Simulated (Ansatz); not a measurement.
# Pb: pressure against volume per atom

All results are calculated (Ansatz 0.2.0). Periodic Kohn-Sham DFT of a crystal at fixed atoms; pressure and stress are positive in compression; the energy is the free energy less that of spherical unpolarised free atoms; site moments are those in the method's own spheres, positive along +z.

Cell of the first row (space group Pm-3m, No. 221):
```
cell vectors (Å)
   3.2007     0.0000     0.0000
   0.0000     3.2007     0.0000
   0.0000     0.0000     3.2007
atoms (fractions of the cell vectors)
Pb  0.00000  0.00000  0.00000
```

Settings of every row: method frozen-core PAW; functional PBE; relativity scalar; k mesh 11x11x11; filling fermi-dirac; smearing width 0.08 eV; wave cutoff 420 eV; paw set soft_2.

Atom start moment: 0 on all atoms.

Limits: no spin-orbit coupling on heavy atoms; the cell comes from a prototype or a list of computed structures and needn't be the stable phase.

```csv
row,volume per atom (Å³),pressure (GPa)
1,32.791,2.01
2,33.654,0.914
3,34.517,-0.031
4,35.38,?
5,36.243,-1.551
```

Question: what pressure should row 4 give?

Worked fit of pressure. Take u = (V_r/V)^(2/3) − 1 with V_r = 34.086 Å³ an atom, which is twice the finite (Eulerian) strain; such expansions in the strain, on which the Birch-Murnaghan equation of state is built, carry the rest volume and the bulk modulus. The shown rows have u = 0.02616, 0.00854, -0.00834, -0.04008. Least squares give pressure = 0.4239 + 56.129 × u + 171.21 × u² GPa; a straight line predicts inner rows, each left out in turn, worse (root mean square 0.12 against 0.0034 GPa). The rows lie off it by 0.001, -0.002, 0.001, 0.000. The pressure vanishes at u = -0.0077, or V = 34.49 Å³ an atom, and there the bulk modulus at fixed shape and fractions is B = −V dP/dV = (2/3)(1 + u) dP/du = 35.4 GPa. The withheld row has u = -0.02453, so the fit gives 0.4239 + 56.129 × (-0.02453) + 171.21 × (-0.02453)² = -0.850 GPa.

The calculation gave -0.847 GPa. The fit lies 0.003 GPa (0.084 % of the column's range) below it; its largest miss of a shown row is 0.002 GPa.
